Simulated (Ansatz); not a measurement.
**A convergence test on LiBr (Fm-3m): wavefunction cutoff**

How far can the wavefunction cutoff be lowered for the gap of LiBr (Fm-3m)?

Main program and level: Ansatz 0.2.0; DFT, PBE, plane waves, PAW; PAW set soft_1.

Report form: the programs' logs are mostly left out.

### 1. Set-up

Symmetry: Fm-3m, No. 225, cubic system. The conventional cell has a = 5.501 Å, b = 5.501 Å, c = 5.501 Å, α = 90.00°, β = 90.00°, γ = 90.00°. Nearest to Li lie 6 Br at 2.75 Å. Nearest to Br lie 6 Li at 2.75 Å. Farther neighbours and most contacts between anions are not listed.

The cell and positions come from the Crystallography Open Database and are kept as given unless a step says otherwise.

### 2. Wavefunction cutoff: 190 eV

input.yaml reads:

```yaml
crystal:
  lattice:
    - [0.0, 2.75065, 2.75065]
    - [2.75065, 0.0, 2.75065]
    - [2.75065, 2.75065, 0.0]
  atoms:
    - { symbol: Li, position: [0.0, 0.0, 0.0] }
    - { symbol: Br, position: [0.5, 0.5, 0.5] }
kpoints:
  mp_grid: { grid: [8, 8, 8] }
  band_path:
    path:
      - [0.0, 0.0, 0.0]
      - [0.5, 0.0, 0.5]
      - [0.625, 0.25, 0.625]
      - [0.375, 0.375, 0.75]
      - [0.5, 0.5, 0.5]
      - [0.5, 0.25, 0.75]
      - [0.075, 0.075, 0.15]
    npoints: 1
hamiltonian:
  xc: pbe
  pseudopotentials: { kind: paw, azcp: { folder: soft_1 } }
scf:
  occupations: { method: fermi_dirac, width: 0.02 }
  n_extra_bands: 4
  max_iter: 80
output:
  eigenvalues: true
basis:
  ecutwfc: 190.0
```

Run with:

```
$ ansatz run input.yaml --threads 24 --pin off --max-ram 82944MiB --backend cuda --events-out ev --progress --plain --runs-dir out --devices 1 --max-vram 78GiB
```

Elapsed: 1.4 s, on 1 × NVIDIA GB200 (shared by 2 runs) with 24 threads of Arm Neoverse V2, shared host; peak memory 0.97 GiB.

Numbers from this step:

```yaml
gap: 5.129 eV
valence_top_at: k = (0.075, 0.075, 0.150)
conduction_bottom_at: Γ
least_direct_gap: 5.135 eV
```

The gap is indirect, with the least direct gap 0.006 eV higher.

### 3. Wavefunction cutoff: 290 eV

Edit input.yaml of step 2 so:

```diff
@@ -24,3 +24,3 @@
 scf:
-  occupations: { method: fermi_dirac, width: 0.02 }
+  occupations: { method: fixed }
   n_extra_bands: 4
@@ -30,2 +30,2 @@
 basis:
-  ecutwfc: 190.0
+  ecutwfc: 290.0
```

Elapsed: 1.2 s, on 1 × NVIDIA GB200 (shared by 2 runs) with 24 threads; peak memory 0.97 GiB.

This step gave:

| Property | Result |
| --- | --- |
| gap | 4.957 eV |
| valence top at | k = (0.075, 0.075, 0.150) |
| conduction bottom at | Γ |
| least direct gap | 4.962 eV |

The gap is 4.957 eV, −0.173 eV from the run before at this level.

### 4. Wavefunction cutoff: 420 eV (the default)

input.yaml, the sections that differ from step 3:

```yaml
kpoints:
  mp_grid: { grid: [8, 8, 8] }
  band_path:
    path:
      - [[0.0, 0.0, 0.0], [0.5, 0.0, 0.5], [0.625, 0.25, 0.625]]
      - [[0.375, 0.375, 0.75], [0.0, 0.0, 0.0], [0.5, 0.5, 0.5], [0.5, 0.25, 0.75], [0.5, 0.0, 0.5]]
    npoints: 10
scf:
  occupations: { method: fermi_dirac, width: 0.02 }
  n_extra_bands: 4
# crystal, hamiltonian, output: as in step 3
# basis: removed
```

Run time: 1.5 s. Hardware: 1 × NVIDIA GB200 (shared by 2 runs) with 24 threads; peak memory 0.99 GiB; 1.9 s of CPU time.

Numbers from this step:

| Property | Result |
| --- | --- |
| gap | 4.933 eV |
| valence top at | k = (0.075, 0.075, 0.150) |
| conduction bottom at | Γ |
| least direct gap | 4.939 eV |

The gap is 4.933 eV, −0.023 eV from the run before at this level.

### 5. Wavefunction cutoff: 630 eV

input.yaml, the sections that differ from step 4:

```yaml
kpoints:
  mp_grid: { grid: [8, 8, 8] }
  band_path:
    path:
      - [0.0, 0.0, 0.0]
      - [0.5, 0.0, 0.5]
      - [0.625, 0.25, 0.625]
      - [0.375, 0.375, 0.75]
      - [0.5, 0.5, 0.5]
      - [0.5, 0.25, 0.75]
      - [0.075, 0.075, 0.15]
    npoints: 1
scf:
  occupations: { method: fixed }
  n_extra_bands: 4
  max_iter: 80
basis:
  ecutwfc: 630.0
# crystal, hamiltonian, output: as in step 4
```

The job ended after 1.1 s (1 × NVIDIA GB200 (shared by 2 runs) with 24 threads; peak memory 0.93 GiB; 1.7 s of CPU time).

Numbers from this step:

```
gap                  : 4.934 eV
valence top at       : k = (0.075, 0.075, 0.150)
conduction bottom at : Γ
least direct gap     : 4.939 eV
```

The gap is 4.934 eV, as in the run before at this level.

### 6. The series

Differences are against the last row; a negative gap means that bands overlap, and a run with a band path holds that path's time. Times are wall times on 1 × NVIDIA GB200 (shared by 2 runs) with 24 threads of Arm Neoverse V2, shared host, good to a factor of about two.

```
wavefunction cutoff  gap (eV)  direct gap (eV)  gap error (eV)  energy error (meV/atom)  irreducible k   time
             190 eV     5.129            5.135          +0.196                   +595.3             29  1.4 s
             290 eV     4.957            4.962          +0.023                    +20.8             29  1.2 s
             420 eV     4.933            4.939         −0.0002                     +0.2             29  1.5 s
             630 eV     4.934            4.939          +0.000                     +0.0             29  1.1 s
```

### 7. Summary of results

* 190 eV: 5.129 eV
* 290 eV: 4.957 eV
* 420 eV: 4.933 eV
* 630 eV: 4.934 eV

What this shows: The gap holds to 0.02 eV from 420 eV on. At 190 eV the gap is off by +0.196 eV and the energy by +595 meV/atom.

[Paths, hosts, dates, memory and timing lines, banners, echoed tables and standing remarks are left out of the program output.]

[Logs are printed without paths, hosts, clocks, repeated set-up lines and the standing remarks that a program may print on its own settings, such as how far it seeks lower states.]

[Runs of the session that timed out or met a known fault of the program may be left out.]

[Cells called generated may have been cut or substituted from an entry of the Crystallography Open Database or the Materials Project.]

[Hosts, paths, dates, database ids (printed as entryN), source tags and the programs' standing remarks are cut or masked in the printed files.]
